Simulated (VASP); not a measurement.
**VASP inputs for SnO (distorted zincblende)**

INCAR

```
ISMEAR = -1
LASPH = .TRUE.
EDIFF = 1E-7
ISIF = 2
GGA = PS
LREAL = .FALSE.
ENCUT = 520
NBANDS = 17
IBRION = -1
PREC = Accurate
LCHARG = .FALSE.
LWAVE = .FALSE.
NELM = 120
NSW = 0
SIGMA = 0.02
```

KPOINTS

```
KPOINTS created by Atomic Simulation Environment
0
Gamma
8 8 8
0 0 0
```

POSCAR

```
Sn O
 1.0000000000000000
     0.0505000000000000    2.6122999999999998    2.6371000000000002
     2.6726999999999999   -0.0001000000000000    2.6877000000000000
     2.7309999999999999    2.7210999999999999   -0.0583000000000000
 Sn  O
   1   1
Cartesian
  0.0876100100000000  2.5663987199999996  2.5855347600000003
  1.3674761499999999  1.3168017500000000  1.3339077500000001
```

VASP ran with the recommended PBE PAW datasets (20 valence electrons in the cell).

Question: Predict the results.

Answer: gap between bands v and c on the k mesh -0.20 eV (bands overlap: a metal); least direct gap on the k mesh 0.09 eV; pressure 1.5 GPa; largest force 0.50 eV/Å.
